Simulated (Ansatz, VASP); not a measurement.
**One calculation of N, two programs**

```xyz
4
Lattice="4.0841 0.0000 0.0000 0.0000 4.0841 0.0000 0.0000 0.0000 5.3459" Properties=species:S:1:pos:R:3 pbc="T T T"
N     3.6931    3.6931    0.0000
N     2.4330    1.6511    2.6730
N     0.3909    0.3909    0.0000
N     1.6511    2.4330    2.6730
```

Alike in both runs: task single point; functional LDA; k mesh 6 × 6 × 4; occupations gaussian, width 0.05 eV; no spin polarisation.

|  | VASP | Ansatz |
| --- | --- | --- |
| version | VASP 6.6.1 | Ansatz 0.2.0 |
| potentials or method | VASP PAW LDA potentials, release 64 (N) | scalar-relativistic, plane waves, PAW |
| plane-wave cutoff (eV) | 520 | 420 |
| valence electrons in the cell | 20 | 20 |

|  | VASP | Ansatz | Ansatz less VASP |
| --- | --- | --- | --- |
| gap on the k mesh at the Fermi level (eV) | 6.70 | 6.75 | +0.050 |
| least direct gap on the mesh (eV) | 6.90 | 6.95 | +0.050 |
| pressure (GPa) | -1.2 | -2.8 | -1.63 |
| largest component of the traceless stress (GPa) | 0.50 | 2.25 | +1.757 |
| rms of the force components (eV/Å) | 0.213 | 0.978 | +0.7650 |

Atom by atom the forces differ by 0.765 eV/Å (rms over components). One of these differences is far larger than is usual between the two programs; its cause wasn't traced.

Caveats: the standard files for N, O and F lose accuracy on very short bonds. A k mesh can miss the band edges.
